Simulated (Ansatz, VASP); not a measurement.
# Os in VASP and in Ansatz

Contents of INCAR:

```
PREC = Accurate
ENCUT = 520
EDIFF = 1E-6
ISMEAR = -1
SIGMA = 0.05
LREAL = F
LASPH = T
NELM = 100
ALGO = Normal
ISIF = 2
LWAVE = F
LCHARG = F
GGA = PE
NBANDS = 10
```

Contents of KPOINTS:

```
regular mesh
0
Gamma
  14 14 14
```

The input POSCAR:

```
Os
1.0
    0.0000000000      1.9187129938      1.9187129938
    1.9187129938      0.0000000000      1.9187129938
    1.9187129938      1.9187129938      0.0000000000
Os
1
Direct
    0.0000000000      0.0000000000      0.0000000000
```

Input for Ansatz:

```yaml
crystal:
  lattice:
    - [0.0, 1.9187129938, 1.9187129938]
    - [1.9187129938, 0.0, 1.9187129938]
    - [1.9187129938, 1.9187129938, 0.0]
  atoms:
    - { symbol: Os, position: [0.0, 0.0, 0.0] }
kpoints:
  mp_grid: { grid: [14, 14, 14] }
scf:
  occupations: { method: fermi_dirac, width: 0.05 }
hamiltonian:
  xc: pbe
  pseudopotentials: { kind: all_electron, lapw: { basis_error: 0.0005 } }
output:
  forces: true
  stress: true
  eigenvalues: true
```

Change from the starting cell: volume scaled by 0.96.

Alike in both runs: task single point; functional PBE; k mesh 14 × 14 × 14; occupations fermi-dirac, width 0.05 eV; no spin polarisation.

|  | VASP | Ansatz |
| --- | --- | --- |
| version | VASP 6.6.1 | Ansatz 0.2.0 |
| potentials or method | VASP PAW PBE potentials, release 64 (Os) | all-electron LAPW, scalar-relativistic |
| plane-wave cutoff (eV) | 520 | see its input |

|  | VASP | Ansatz | Ansatz less VASP |
| --- | --- | --- | --- |
| pressure (GPa) | 6.1 | 6.1 | -0.01 |

Ansatz ran all-electron here, so the differences hold the error of VASP's frozen core and of both bases.

Spin-orbit coupling is left out, which matters for the levels of Os.
